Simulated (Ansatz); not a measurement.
Relaxed structure of CH4 on the (100) surface of Au, one molecule per 33.7 Å² (the molecule's atoms stand last):

```
Au C H
1.0
     5.80279    0.00000    0.00000
     0.00000    5.80279    0.00000
     0.00000    0.00000   25.82909
Au C H
16 1 4
Cartesian
  1.4507 1.4507 8.0000
  1.4507 4.3521 8.0000
  4.3521 1.4507 8.0000
  4.3521 4.3521 8.0000
  2.9014 2.9014 10.0516
  2.9014 0.0000 10.0516
  0.0000 2.9014 10.0516
  0.0000 0.0000 10.0516
  4.3543 4.3528 12.1378
  4.3536 1.4517 12.1409
  1.4535 4.3529 12.1418
  1.4538 1.4515 12.1280
  0.0072 0.0071 14.1938
  0.0080 2.8976 14.1948
  2.9025 0.0036 14.1995
  2.9032 2.9009 14.2008
  4.8804 4.3822 17.4581
  4.8855 4.4108 18.5539
  3.9058 4.0320 17.0980
  5.0695 5.3881 17.0612
  5.6639 3.7018 17.1006
```

Level of theory: Ansatz, DFT PBE+D3(BJ), scalar-relativistic, plane waves, PAW. Plane waves to 420 eV, a k mesh through Γ of 3×3×1 on the computed 21-atom cell and Gaussian smearing (0.10 eV); no spin polarisation. The cell repeats along c with a dipole correction in the vacuum.

The slab and the molecular layer are also computed alone at these places.

Q: How does the adsorption energy per molecule split into interaction and deformation?

A: E_ads = -0.204 eV: interaction of the rigid parts -0.203 eV, deformation of the slab +0.007 eV, deformation of the molecule with its lateral interactions -0.008 eV.

Q: How much charge moves across the plane at z = 15.63 Å, midway between slab and molecule?

A: About 0.01 electrons a cell move down to the slab; half the integral of |Δρ| is 0.04 e.

Q: How does the density difference (whole less rigid parts, positive where electrons gather), summed over the plane, run along c?

A:
```tsv
z (Å)	Δρ (e/Å)
6.03	0.000
6.31	0.001
6.46	0.001
6.74	0.001
6.89	0.000
7.17	0.000
7.32	-0.001
7.61	-0.001
7.75	-0.001
8.04	-0.001
8.18	-0.001
8.47	0.000
8.61	0.000
8.90	0.001
9.04	0.001
9.33	0.001
9.47	0.000
9.76	-0.001
9.90	0.000
10.19	0.000
10.33	-0.001
10.62	0.000
10.76	0.001
11.05	0.000
11.19	0.000
11.48	-0.001
11.62	0.000
11.91	0.001
12.05	0.001
12.34	0.001
12.48	0.001
12.77	0.001
12.91	0.001
13.20	0.001
13.35	0.000
13.63	-0.001
13.78	0.002
14.06	0.002
14.21	0.000
14.49	0.007
14.64	0.010
14.92	0.009
15.07	0.009
15.35	0.009
15.50	0.010
15.78	0.011
15.93	0.010
16.21	0.005
16.36	0.001
16.65	-0.008
16.79	-0.013
17.08	-0.015
17.22	-0.013
17.51	-0.010
17.65	-0.009
17.94	-0.006
18.08	-0.005
18.37	-0.004
18.51	-0.003
18.80	-0.001
18.94	-0.001
19.23	0.000
19.37	0.000
19.66	0.000
19.80	0.000
20.09	0.000
20.23	0.000
20.52	0.000
20.66	0.000
20.95	0.000
```